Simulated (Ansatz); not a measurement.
Rows from a G0W0 calculation on As on the P site in GaP (32-atom cell) (Ansatz 0.2.0; G0W0 on LDA, plane waves, PAW; PAW set soft_1; 2×2×2 mesh, 683 empty bands, screening to 85 eV, PAW set soft_1 files), in eV. Spin-orbit coupling is left out.

```csv
row,k,band,start,Σx,Σc at the solution,Vxc
A,Γ,c2,8.475,-6.968,-3.646,-11.020
B,Γ,c1,8.374,-7.073,-3.630,-11.128
C,Γ,v4,5.843,-16.431,1.757,-14.577
D,Γ,c5,8.635,-7.967,-3.700,-12.252
E,Γ,c4,8.554,-10.885,-3.889,-15.733
F,Γ,v1,6.977,-17.150,1.443,-15.645
```

Q: Give the quasiparticle energies and the shift of each level.

The quasiparticle equation reads E = start + Σx + Σc(E) − Vxc.

```csv
row,E (eV),shift (eV)
A,8.880,+0.405
B,8.799,+0.425
C,5.746,−0.097
D,9.220,+0.585
E,9.513,+0.959
F,6.915,−0.062
```

Limits: not at the basis limit; no spin-orbit coupling.

[Paths, hosts, dates, memory and timing lines, banners, echoed tables and standing remarks are left out of the program output.]

[Logs are printed without paths, hosts, clocks, repeated set-up lines and the standing remarks that a program may print on its own settings, such as how far it seeks lower states.]

[Runs of the session that timed out or met a known fault of the program may be left out.]

[Cells called generated may have been cut or substituted from an entry of the Crystallography Open Database or the Materials Project.]

[Hosts, paths, dates, database ids (printed as entryN), source tags and the programs' standing remarks are cut or masked in the printed files.]
